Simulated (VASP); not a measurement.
# Sr (P6_3/mmc) in VASP: settings compared, part 2 of 2

VASP 6.6.1.

### Step 3. Electric field gradients, PBEsol

Contents of INCAR:

```
PREC = Accurate
ENCUT = 520
EDIFF = 1E-8
ISMEAR = -1
SIGMA = 0.03
LREAL = False
LASPH = True
NELM = 80
ALGO = Normal
ISIF = 2
LWAVE = False
LCHARG = False
GGA = PS
LEFG = True
NBANDS = 17
```

Contents of KPOINTS:

```
regular mesh
0
Gamma
  9 9 5
```

Contents of POSCAR:

```
Sr
1.0
    4.3100002207      0.0000000000      0.0000000000
   -2.1550001104      3.7325696814      0.0000000000
    0.0000000000      0.0000000000      7.0500000000
Sr
2
Direct
    0.3333333333      0.6666666667      0.2500000000
    0.6666666667      0.3333333333      0.7500000000
```

Potentials or basis: VASP PAW PBE potentials, release 64 (Sr_sv).

Launch:

```
$ cat potpaw_PBE.64/Sr_sv/POTCAR > POTCAR
$ mpirun -np 1 vasp_std > vasp.out
```

OUTCAR:

```text
PREC = Accurate
   ENCUT = 520
   EDIFF = 1E-8
   ISMEAR = -1
   LREAL = False
   LASPH = True
   NELM = 80
   ISIF = 2
   GGA = PS

 ion  position               nearest neighbor table
   1  0.333  0.667  0.250-   2 4.31   2 4.31   2 4.31   2 4.31   2 4.31   2 4.31
   2  0.667  0.333  0.750-   1 4.31   1 4.31   1 4.31   1 4.31   1 4.31   1 4.31

  LATTYP: Found a hexagonal cell.
 ALAT       =     4.3100002207
 C/A-ratio  =     1.6357307747

  Lattice vectors:

 A1 = (   4.3100002207,   0.0000000000,   0.0000000000)
 A2 = (  -2.1550001104,   3.7325696814,   0.0000000000)
 A3 = (   0.0000000000,   0.0000000000,   7.0500000000)

Analysis of symmetry for initial positions (statically):
=====================================================================
 Subroutine PRICEL returns:
 Original cell was already a primitive cell.

 Routine SETGRP: Setting up the symmetry group for a
 hexagonal supercell.

 Subroutine GETGRP returns: Found 24 space group operations
 (whereof 12 operations were pure point group operations)
 out of a pool of 24 trial point group operations.

The static configuration has the point symmetry D_3d.
 The point group associated with its full space group is D_6h.

Analysis of symmetry for dynamics (positions and initial velocities):
=====================================================================
 Subroutine PRICEL returns:
 Original cell was already a primitive cell.

 Routine SETGRP: Setting up the symmetry group for a
 hexagonal supercell.

 Subroutine GETGRP returns: Found 24 space group operations
 (whereof 12 operations were pure point group operations)
 out of a pool of 24 trial point group operations.

The dynamic configuration has the point symmetry D_3d.
 The point group associated with its full space group is D_6h.

 Subroutine INISYM returns: Found 24 space group operations
 (whereof 12 operations are pure point group operations),
 and found     1 'primitive' translations

----------------------------------------------------------------------------------------

                                     Primitive cell

  volume of cell :     113.4160

  direct lattice vectors                    reciprocal lattice vectors
     4.310000221  0.000000000  0.000000000     0.232018550  0.133955972  0.000000000
    -2.155000110  3.732569681  0.000000000     0.000000000  0.267911944  0.000000000
     0.000000000  0.000000000  7.050000000     0.000000000  0.000000000  0.141843972

  length of vectors
     4.310000221  4.310000221  7.050000000     0.267911944  0.267911944  0.141843972

  position of ions in fractional coordinates (direct lattice)
     0.333333333  0.666666667  0.250000000
     0.666666667  0.333333333  0.750000000

  ion indices of the primitive-cell ions
   primitive index   ion index
                 1           1
                 2           2

----------------------------------------------------------------------------------------

 KPOINTS: regular mesh

Automatic generation of k-mesh.
[... 73 lines left out ...]
   ISYM   =      2    0-nonsym 1-usesym 2-fastsym
   POTIM  = 0.5000    time-step for ionic-motion
   TEBEG  =    0.0;   TEEND  =   0.0 temperature during run
   PSTRESS=    0.0 pullay stress
   NELECT =      20.0000    total number of electrons
   NUPDOWN=      -1.0000    fix difference up-down
   EMIN   =  10.00;   EMAX   =-10.00  energy-range for DOS
   EFERMI =   0.00;   METHOD = LEGACY
   ISMEAR =    -1;   SIGMA  =   0.03  broadening in eV -4-tet -1-fermi 0-gaus
   EFERMI_NEDOS =   21; number of points for ismear=-14 and -15
   IALGO  =     38    algorithm
   IMIX   =      4    mixing-type and parameters
     AMIX     =   0.40;   BMIX     =  1.00
     AMIX_MAG =   1.60;   BMIX_MAG =  1.00
  volume/ion in A,a.u.               =      56.71       382.68
  Fermi-wavevector in a.u.,A,eV,Ry     =   0.918037  1.734838 11.466873  0.842791
  Thomas-Fermi vector in A             =   2.043073
   LORBIT       =      0    0 simple, 1 ext, 2 COOP (PROOUT), +10 PAW based schemes
   GGA     = PS    functional components
   LHFCALC =     F    Hartree Fock is set to
   AEXX    =    0.0000 exact exchange contribution
   IVDW    =     0    specifies the selected vdW correction
   LEPSILON=     F    determine dielectric tensor
   LRPA    =     F    only Hartree local field effects (RPA)
 non-spin polarized calculation
  energy-cutoff  :      520.00
  volume of cell :      113.42
 maximum number of plane-waves:      3072
   NGX = 17   NGY = 17   NGZ = 27

 number of electron      20.0000000 magnetization

 Free energy of the ion-electron system (eV)
  ---------------------------------------------------
  ext. energy  EPLUGINS =         0.00000000
  ---------------------------------------------------
  free energy    TOTEN  =        -3.64726233 eV

  energy without entropy =       -3.63949248  energy(sigma->0) =       -3.64337741

 E-fermi :   1.4192     XC(G=0):  -7.3378

 val. band max:        1.4135335659   @ k =   0.1111  -0.0000   0.0000
 cond. band min:       1.4224723153   @ k =   0.2222   0.1111   0.0000
 fundamental gap:      0.0089387494
 Fermi energy:         1.4191625354

 k-point     1 :       0.0000    0.0000    0.0000
  band No.  band energies     occupation
      1     -35.2032      2.00000
      2     -35.1912      2.00000
      3     -17.2849      2.00000
      4     -17.1341      2.00000
      5     -17.1341      2.00000
      6     -17.1097      2.00000
[... 457 lines left out ...]
      4     -17.2328      2.00000
      5     -17.2328      2.00000
      6     -17.1952      2.00000
[... 9 lines left out ...]
     16       5.2162      0.00000
     17       5.2396      0.00000

 [... further k-points ...]

------------------------ aborting loop because EDIFF is reached ----------------------------------------

  FORCE on cell =-STRESS in cart. coord.  units (eV):
  Direction    XX          YY          ZZ          XY          YZ          ZX
  --------------------------------------------------------------------------------------
  -------------------------------------------------------------------------------------
  Total       -0.5969748     -0.5969748     -0.5289563      0.0000000     -0.0000000      0.0000000
  in kB       -8.4331972     -8.4331972     -7.4723302      0.0000000     -0.0000000      0.0000000
  external PRESSURE =      -8.1129082 kB  Pullay stress =       0.0000000 kB

 VOLUME and BASIS-vectors are now :
 -----------------------------------------------------------------------------
  energy-cutoff  :      520.00
  volume of cell :      113.42
      direct lattice vectors                 reciprocal lattice vectors
     4.310000221  0.000000000  0.000000000     0.232018550  0.133955972  0.000000000
    -2.155000110  3.732569681  0.000000000     0.000000000  0.267911944  0.000000000
     0.000000000  0.000000000  7.050000000     0.000000000  0.000000000  0.141843972

 POSITION                                       TOTAL-FORCE (eV/Angst)
 -----------------------------------------------------------------------------------
     -0.00000      2.48838      1.76250         0.000000      0.000000      0.000000
      2.15500      1.24419      5.28750        -0.000000      0.000000      0.000000
 -----------------------------------------------------------------------------------
    total drift:                               -0.000000      0.000000     -0.000000

  FREE ENERGIE OF THE ION-ELECTRON SYSTEM (eV)
  ---------------------------------------------------
  free  energy   TOTEN  =        -3.6472623342 eV

  energy  without entropy=       -3.6394924766  energy(sigma->0) =       -3.64337741

 Electric field gradients (V/A^2)
---------------------------------------------------------------------
 ion       V_xx      V_yy      V_zz      V_xy      V_xz      V_yz
---------------------------------------------------------------------
   1       1.770     1.770    -3.540     0.000     0.000    -0.000
   2       1.770     1.770    -3.540     0.000    -0.000     0.000
---------------------------------------------------------------------

 Electric field gradients after diagonalization (V/A^2)
 (convention: |V_zz| > |V_xx| > |V_yy|)
----------------------------------------------------------------------
 ion       V_xx      V_yy      V_zz     asymmetry (V_yy - V_xx)/ V_zz
----------------------------------------------------------------------
   1       1.770     1.770    -3.540       0.000
   2       1.770     1.770    -3.540       0.000
----------------------------------------------------------------------

           NMR quadrupolar parameters

 Cq : quadrupolar parameter    Cq=e*Q*V_zz/h
 eta: asymmetry parameters     (V_yy - V_xx)/ V_zz
 Q  : nuclear electric quadrupole moment in mb (millibarn)
----------------------------------------------------------------------
 ion       Cq(MHz)       eta       Q (mb)
----------------------------------------------------------------------
   1      -0.009       0.000       1.000
   2      -0.009       0.000       1.000
----------------------------------------------------------------------
```

OSZICAR:

```text
N       E                     dE             d eps       ncg     rms          rms(c)
DAV:   1     0.105025591316E+03    0.10503E+03   -0.92639E+03  1232   0.978E+02
DAV:   2     0.482049314036E+01   -0.10021E+03   -0.98678E+02  1572   0.228E+02
DAV:   3    -0.346890576245E+01   -0.82894E+01   -0.82674E+01  2222   0.459E+01
DAV:   4    -0.364547035046E+01   -0.17656E+00   -0.17644E+00  1695   0.636E+00
DAV:   5    -0.365076960720E+01   -0.52993E-02   -0.52988E-02  1980   0.767E-01    0.165E+01
DAV:   6    -0.364833874151E+01    0.24309E-02   -0.12869E-02  1695   0.117E+00    0.929E+00
DAV:   7    -0.364711613765E+01    0.12226E-02   -0.23021E-02  1572   0.152E+00    0.393E-01
DAV:   8    -0.364719607604E+01   -0.79938E-04   -0.30500E-03  1998   0.268E-01    0.137E-01
DAV:   9    -0.364724252814E+01   -0.46452E-04   -0.10855E-04  1720   0.585E-02    0.477E-02
DAV:  10    -0.364726353759E+01   -0.21009E-04   -0.12760E-05  1644   0.304E-02    0.251E-02
DAV:  11    -0.364726279219E+01    0.74540E-06   -0.76192E-07  2000   0.601E-03    0.337E-03
DAV:  12    -0.364726218758E+01    0.60462E-06   -0.23993E-07  1905   0.305E-03    0.109E-03
DAV:  13    -0.364726235363E+01   -0.16606E-06   -0.20313E-08  1455   0.101E-03    0.450E-04
DAV:  14    -0.364726233814E+01    0.15498E-07   -0.17921E-09  1187   0.256E-04    0.672E-05
DAV:  15    -0.364726233420E+01    0.39358E-08   -0.42696E-10  1018   0.128E-04
   1 F= -.36472623E+01 E0= -.36433774E+01  d E =-.776986E-02
```

stdout:

```text
POSCAR found type information on POSCAR Sr
 POSCAR found :  1 types and       2 ions
 scaLAPACK will be used
 -----------------------------------------------------------------------------
|                                                                             |
|                                                                             |
|     You enforced a specific xc type in the INCAR file but a different       |
|     I HOPE YOU KNOW WHAT YOU ARE DOING!                                     |
|                                                                             |
 -----------------------------------------------------------------------------

 LDA part: xc-table for (Slater+PW92), standard interpolation
 POSCAR, INCAR and KPOINTS ok, starting setup
 FFT: planning ... GRIDC
 FFT: planning ... GRID_SOFT
 FFT: planning ... GRID
 WAVECAR not read
 entering main loop
ion   1

ion   2
```

It took 37 s on 1 thread of AMD EPYC 9R45 (Zen 5), shared host; peak memory 0.21 GiB.

What came out:

```
Free energy            : -3.6473 eV
Pressure               : -0.8 GPa
Band gap on the k mesh : none (metal or under the smearing width)
```

Electric field gradients, principal values (V/Å²):
```tsv
atom	Vxx	Vyy	Vzz
1 Sr	1.770	1.770	-3.540
2 Sr	1.770	1.770	-3.540
```

Caveat: the PAW data sets were made with another functional, which shifts forces and pressure a little.
